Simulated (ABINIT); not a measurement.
Crystal: Pd.

```xyz
2
Lattice="2.7837 0.0000 0.0000 -1.3918 2.4107 0.0000 0.0000 0.0000 4.6289" Properties=species:S:1:pos:R:3 pbc="T T T"
Pd    0.0000    1.6071    1.1572
Pd    1.3918    0.8036    3.4717
```

This isn't the form of Pd at room conditions, which is fcc.

| Quantity | Value |
| --- | --- |
| Program | ABINIT 10.8.3 (patched build) |
| Task | relaxation of cell and atoms |
| Functional | LDA |
| Potentials or basis | JTH PAW LDA v2.0 |
| Cutoff | 599 eV |
| k mesh | 11 × 11 × 6 |
| Occupations | fermi-dirac, width 0.05 eV |
| Spin | no spin polarisation |

At the start: pressure -15.8 GPa; volume 15.53 Å³/atom.

Question: How do energy, volume and symmetry change on relaxing?

Answer: Over 9 steps the energy falls by 72.5 meV/atom and the volume is 14.20 Å³/atom (-8.6 %); space group P6_3/mmc (No. 194, to 0.05 Å).

The path:
| step | energy change (eV) | largest force (eV/Å) | pressure (GPa) | volume (Å³) |
| --- | --- | --- | --- | --- |
| 1 | 0.0000 | 0.0000 | -15.76 | 31.06 |
| 2 | -0.1125 | 0.0000 | -8.29 | 29.59 |
| 3 | -0.1436 | 0.0000 | 1.83 | 28.16 |
| 4 | -0.1449 | 0.0000 | -0.08 | 28.40 |
| 5 | -0.1449 | 0.0000 | 0.00 | 28.39 |
| 6 | -0.1449 | 0.0000 | 0.05 | 28.39 |
| 7 | -0.1449 | 0.0000 | 0.04 | 28.39 |
| 8 | -0.1449 | 0.0000 | 0.01 | 28.39 |
| 9 | -0.1449 | 0.0000 | 0.00 | 28.39 |

Final structure:
```
CELL_PARAMETERS angstrom
2.69868 0.00000 0.00000
-1.34934 2.33712 0.00000
0.00000 0.00000 4.50172
ATOMIC_POSITIONS crystal
Pd 0.33333 0.66667 0.25000
Pd 0.66667 0.33333 0.75000
```
